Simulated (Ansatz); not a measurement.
Computed with DFT PBE, scalar-relativistic, plane waves, PAW in Ansatz. Settings: cutoff 420 eV, Γ-centred meshes spaced at most about 0.3 Å⁻¹, and about 0.25 Å⁻¹ or finer for metals (2π included), Gaussian smearing. No spin polarisation.

Each guess is relaxed in cell and atoms at zero pressure, on a coarse mesh first where it starts far from rest and then on a converged one. The steps can't lower the symmetry of the start, but it can rise. Energies are static (0 K, no zero-point motion).

Two unrelaxed guesses for Mg2B3:

Guess 1.

```cif
data_structure
_symmetry_space_group_name_H-M 'P-3m1'
_symmetry_Int_Tables_number 164
_cell_length_a 3.6566
_cell_length_b 3.6566
_cell_length_c 4.4797
_cell_angle_alpha 90.000
_cell_angle_beta 90.000
_cell_angle_gamma 120.000
_cell_volume 51.87
loop_
_atom_site_label
_atom_site_type_symbol
_atom_site_symmetry_multiplicity
_atom_site_Wyckoff_symbol
_atom_site_fract_x
_atom_site_fract_y
_atom_site_fract_z
_atom_site_occupancy
Mg1 Mg 2 d 0.33333 0.66667 0.16000 1
B1 B 1 a 0.00000 0.00000 0.00000 1
B2 B 2 d 0.33333 0.66667 0.63300 1
```

Guess 2.

```cif
data_structure
_symmetry_space_group_name_H-M 'Pm-3m'
_symmetry_Int_Tables_number 221
_cell_length_a 4.0389
_cell_length_b 4.0389
_cell_length_c 4.0389
_cell_angle_alpha 90.000
_cell_angle_beta 90.000
_cell_angle_gamma 90.000
_cell_volume 65.88
loop_
_atom_site_label
_atom_site_type_symbol
_atom_site_symmetry_multiplicity
_atom_site_Wyckoff_symbol
_atom_site_fract_x
_atom_site_fract_y
_atom_site_fract_z
_atom_site_occupancy
Mg1 Mg 1 b 0.50000 0.50000 0.50000 1
Mg2 Mg 1 a 0.00000 0.00000 0.00000 1
B1 B 3 c 0.00000 0.50000 0.50000 1
```

Question: Where do they end, and which end is lower?

Answer: Guess 1 ends lower, by 1.43 eV/atom. Guess 1: P-3m1 at 10.4 Å³/atom → P-3m1 at 12.1 Å³/atom; Guess 2: Pm-3m at 13.2 Å³/atom → Pm-3m at 15.8 Å³/atom. Counting B atoms around Mg (those within 1.25 times the shortest such distance or 1.15 times the sum of covalent radii; a plus sign parts nearer from farther groups; the shortest distance is added where it is long for a bond; a slash parts the counts of unlike sites), the end of guess 1 has Mg 4+3 and the end of guess 2 has Mg 6/12 from 3.0 Å. The end of guess 1 holds B–B nets (shortest 1.76 Å); in the end of guess 2 the shortest B–B distance is 3.03 Å. End of guess 1. Conventional cell: a = 3.025 Å, c = 7.663 Å. Mg has 4 B at 2.27–2.41 Å and 3 B at 2.71 Å; B on a site of symmetry -3m has 6 Mg at 2.41 Å and 6 B at 3.02 Å; B on a site of symmetry 3m is surrounded by 3 B at 1.76 Å and 1 Mg at 2.27 Å. End of guess 2. Conventional cell: a = 4.292 Å. Around Mg on its first site lie 6 B at 2.15 Å; around Mg on its second site lie 12 B at 3.03 Å; B is surrounded by 2 Mg at 2.15 Å, 4 Mg at 3.03 Å and 8 B at 3.03 Å.

Ends held by symmetry can be saddle points. Neither end is the lowest form computed: that has space group P4_2/mcm (No. 132) and lies 277 meV/atom below the better end. Even the lowest of the cells shown lies +0.49 eV/atom against the elements. Some types were kept out of the candidates beforehand, so the set may lack a known form.
